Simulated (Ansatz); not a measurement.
# CaF2 (Fluorite): the cost of one run

Computed with Ansatz 0.2.0 through its Python package. The levels of theory stand in the script.

### 1 The system

It takes space group Fm-3m (No. 225, cubic). The conventional cell has a = 5.462 Å, b = 5.462 Å, c = 5.462 Å, α = 90.00°, β = 90.00°, γ = 90.00°. Ca (site symmetry m-3m) is surrounded by 8 F at 2.37 Å. F (site symmetry -43m) is surrounded by 4 Ca at 2.37 Å.

Input file POSCAR:

```text
CaF2
1.0
   0.00000000    2.73100000    2.73100000
   2.73100000    0.00000000    2.73100000
   2.73100000    2.73100000    0.00000000
Ca F
1 2
Direct
   0.00000000    0.00000000    0.00000000
   0.25000000    0.25000000    0.25000000
   0.75000000    0.75000000    0.75000000
```

### 2 The script

Contents of ddh_caf2.py:

```python
from dataclasses import dataclass
import warnings

import ansatz as az
from ase.io import read
import numpy as np


@dataclass(frozen=True)
class Options:
    kgrid: tuple[int, ...] = (4, 4, 4)
    occupations: str = 'fixed'


settings = Options()


def count_gap(report):
    # lowest empty less highest filled band, counting bands; zero where they overlap
    return max(report.get('gap_by_band_count_ev') or 0.0, 0.0)

warnings.simplefilter('ignore', az.DeckWarning)

atoms = read('POSCAR', format='vasp')
structure = az.Crystal.from_ase(atoms)

calculation = structure.calculation().kpoints(*settings.kgrid).occupations(settings.occupations).band_table()
semilocal = calculation.functional('pbe').run().report
hybrid = calculation.functional(exchange='pbe', correlation='pbe', exact_fraction='inverse_dielectric').run().report
alpha = hybrid['hybrid']['exact_exchange_fraction']
print(f'fraction of exact exchange {alpha:.4f}, so eps_inf = {1 / alpha:.2f}')
print(f'gap by band count: {count_gap(semilocal):.3f} eV semilocal, {count_gap(hybrid):.3f} eV hybrid')
```

### 3 Running it

Command:

```sh
$ python ddh_caf2.py
```

Q: Estimate wall time and peak memory on 1 thread of Arm Neoverse V2, shared host.

About 17 s, with a peak of 0.68 GiB.
